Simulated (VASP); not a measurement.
Write the native input for VASP 6.6.1 that does the following.

```yaml
Task: band structure
Functional: LDA
Potentials_or_basis: VASP PAW LDA potentials, release 64 (Hf_pv, O)
Cutoff: 520 eV
k_mesh: 8 × 8 × 8
Occupations: gaussian, width 0.02 eV
Spin: spin-orbit coupling, no magnetisation
Ladder: gaps
Further_INCAR_settings: ALGO = Fast; EDIFF = 1e-06
```

The structure of HfO2 lies in POSCAR:

```
HfO2
1.0
    0.0000000000      2.5575000000      2.5575000000
    2.5575000000      0.0000000000      2.5575000000
    2.5575000000      2.5575000000      0.0000000000
Hf O
1 2
Direct
    0.0000000000      0.0000000000      0.0000000000
    0.7500000000      0.7500000000      0.7500000000
    0.2500000000      0.2500000000      0.2500000000
```

Measurements of this composition are mostly on another form, of space group No. 14.

One way to write it, as run:

INCAR

```
SYSTEM = HfO2
PREC     = Accurate       ! precision mode
ENCUT    = 520            ! plane-wave cutoff, eV
EDIFF    = 1E-6           ! SCF threshold, eV
ISMEAR   = 0              ! smearing method
SIGMA    = 0.02           ! smearing width, eV
LREAL    = .False.        ! projectors in reciprocal space
LASPH    = .True.         ! aspherical terms in the spheres
NELM     = 100            ! most SCF steps
ALGO     = Fast           ! electronic algorithm
ISIF     = 2              ! what is computed and relaxed
LWAVE    = .False.        ! write WAVECAR
LCHARG   = .False.        ! write CHGCAR
MAGMOM   = 0 0 0 0 0 0 0 0 0 ! initial moments
LORBIT   = 11             ! projections on sites
LSORBIT  = .True.         ! spin-orbit coupling
GGA_COMPAT= .False.      
LMAXMIX  = 4              ! l up to which the mixer works
GGA      = CA             ! functional
KPAR     = 2
```

KPOINTS

```
Automatic mesh
0
Gamma
  8 8 8
  0 0 0
```

KPOINTS_OPT

```
path GXWKGLUWLK,UX
10
line-mode
reciprocal
 0.0000000000  0.0000000000  0.0000000000  G
 0.5000000000  0.0000000000  0.5000000000  X

 0.5000000000  0.0000000000  0.5000000000  X
 0.5000000000  0.2500000000  0.7500000000  W

 0.5000000000  0.2500000000  0.7500000000  W
 0.3750000000  0.3750000000  0.7500000000  K

 0.3750000000  0.3750000000  0.7500000000  K
 0.0000000000  0.0000000000  0.0000000000  G

 0.0000000000  0.0000000000  0.0000000000  G
 0.5000000000  0.5000000000  0.5000000000  L

 0.5000000000  0.5000000000  0.5000000000  L
 0.6250000000  0.2500000000  0.6250000000  U

 0.6250000000  0.2500000000  0.6250000000  U
 0.5000000000  0.2500000000  0.7500000000  W

 0.5000000000  0.2500000000  0.7500000000  W
 0.5000000000  0.5000000000  0.5000000000  L

 0.5000000000  0.5000000000  0.5000000000  L
 0.3750000000  0.3750000000  0.7500000000  K

 0.6250000000  0.2500000000  0.6250000000  U
 0.5000000000  0.0000000000  0.5000000000  X
```

Potentials or basis: VASP PAW LDA potentials, release 64 (Hf_pv, O).

The run is started by

```sh
$ cat potpaw_LDA.64/Hf_pv/POTCAR potpaw_LDA.64/O/POTCAR > POTCAR
$ mpirun -np 2 vasp_ncl > vasp.out
```

It gave:

- Pressure: -19.2 GPa
- Valence electrons inside the program's atomic spheres: Hf 8.25; O 5.06

Caveat: so large a pressure means that the cell lies far from this level's equilibrium, or that cutoff or potentials fall short.

Wall time 58 s on 2 MPI ranks on Intel(R) Xeon(R) 6975P-C (Granite Rapids), with other jobs on the host, peak memory 0.25 GiB a rank.
